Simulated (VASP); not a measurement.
VASP input:

### POSCAR
```
BaF2
1
    0.0000000000     3.1000000000     3.1000000000
    3.1000000000     0.0000000000     3.1000000000
    3.1000000000     3.1000000000     0.0000000000
Ba F
1 2
Direct
  0.0000000000   0.0000000000   0.0000000000
  0.2500000000   0.2500000000   0.2500000000
  0.7500000000   0.7500000000   0.7500000000
```

File KPOINTS:
```
Automatic mesh
0
Gamma
5 5 5
0 0 0
```

### INCAR
```
SYSTEM = BaF2
PREC = Accurate
ENCUT = 520
EDIFF = 1E-6
NELM = 100
ALGO = Normal
LREAL = .FALSE.
LASPH = .TRUE.
ISMEAR = 1
SIGMA = 0.2
GGA = PE
LMAXMIX = 4
LWAVE = .FALSE.
LCHARG = .FALSE.
ISIF = 2
```

POTCAR, in this order: Ba_sv F (PBE.64 set). Program: vasp_std.

The run wrote:

File standard output:
```
 POSCAR found type information on POSCAR BaF
 POSCAR found :  2 types and       3 ions
 Reading from existing POTCAR
 Reading from existing POTCAR
 LDA part: xc-table for (Slater+PW92), standard interpolation
 POSCAR, INCAR and KPOINTS ok, starting setup
 WAVECAR not read
 entering main loop
       N       E                     dE             d eps       ncg     rms          rms(c)
DAV:   1     0.161460969924E+03    0.16146E+03   -0.12997E+04   320   0.139E+03
DAV:   2    -0.130530385712E+02   -0.17451E+03   -0.17068E+03   424   0.301E+02
DAV:   3    -0.187544807646E+02   -0.57014E+01   -0.56998E+01   392   0.638E+01
DAV:   4    -0.188535151350E+02   -0.99034E-01   -0.99014E-01   432   0.752E+00
DAV:   5    -0.188570916219E+02   -0.35765E-02   -0.35765E-02   400   0.984E-01    0.862E+00
DAV:   6    -0.170646809051E+02    0.17924E+01   -0.98443E+00   320   0.252E+01    0.435E+00
DAV:   7    -0.170646203631E+02    0.60542E-04   -0.37468E-01   416   0.556E+00    0.223E+00
DAV:   8    -0.170829195104E+02   -0.18299E-01   -0.59340E-02   360   0.297E+00    0.294E-01
DAV:   9    -0.170907485246E+02   -0.78290E-02   -0.16893E-02   360   0.935E-01    0.149E-01
DAV:  10    -0.170932722678E+02   -0.25237E-02   -0.41427E-03   328   0.477E-01    0.473E-02
DAV:  11    -0.170932687808E+02    0.34870E-05   -0.51881E-04   432   0.180E-01    0.262E-02
DAV:  12    -0.170932783330E+02   -0.95522E-05   -0.10457E-04   320   0.765E-02    0.285E-03
DAV:  13    -0.170932790493E+02   -0.71631E-06   -0.25990E-06   432   0.118E-02
   1 F= -.17093279E+02 E0= -.17102931E+02  d E =0.289572E-01
```

**OUTCAR**
```
------------------------ aborting loop because EDIFF is reached ----------------------------------------
  FORCE on cell =-STRESS in cart. coord.  units (eV):
  Direction    XX          YY          ZZ          XY          YZ          ZX
  --------------------------------------------------------------------------------------
  Total        0.8582981      0.8582981      0.8582981      0.0000000      0.0000000     -0.0000000
  in kB       23.0798866     23.0798866     23.0798866      0.0000000      0.0000000     -0.0000000
  external PRESSURE =      23.0798866 kB  Pullay stress =       0.0000000 kB
  volume of cell :       59.58
      direct lattice vectors                 reciprocal lattice vectors
     0.000000000  3.100000000  3.100000000    -0.161290323  0.161290323  0.161290323
     3.100000000  0.000000000  3.100000000     0.161290323 -0.161290323  0.161290323
     3.100000000  3.100000000  0.000000000     0.161290323  0.161290323 -0.161290323
 POSITION                                       TOTAL-FORCE (eV/Angst)
 -----------------------------------------------------------------------------------
      0.00000      0.00000      0.00000        -0.000000     -0.000000     -0.000000
      1.55000      1.55000      1.55000         0.000000      0.000000      0.000000
      4.65000      4.65000      4.65000        -0.000000     -0.000000     -0.000000
 -----------------------------------------------------------------------------------
    total drift:                                0.000000      0.000000      0.000000
  FREE ENERGIE OF THE ION-ELECTRON SYSTEM (eV)
  ---------------------------------------------------
  free  energy   TOTEN  =       -17.0932790493 eV

  energy  without entropy=      -17.1222362467  energy(sigma->0) =      -17.10293145
```
(Selected blocks of OUTCAR.)

Q: Read input and log: which fault does this run have?
(A) LDA potentials were taken and GGA is not set, so the run is LDA and not PBE
(B) Methfessel-Paxton smearing was used on a material with a gap
(C) the mesh has unequal divisions along equivalent axes and breaks the lattice's symmetry
(D) NBANDS is too small to hold all electrons

A: B, Methfessel-Paxton smearing was used on a material with a gap. The run ends without an error. Against the sound run, the energy per atom (σ→0) increases by 0.002 eV/atom; the pressure falls by 0.07 GPa; the band gap is nearly the same.

To mend it, set ISMEAR = 0, set SIGMA = 0.05.

The mended run (PBE GGA, plane waves, VASP's PBE PAW potentials (set 64)) converges, and its OSZICAR ends with
```
   1 F= -.17108659E+02 E0= -.17108659E+02  d E =-.525817E-20
```

The compound is BaF2 in the fluorite structure. The cell was not relaxed at this level.
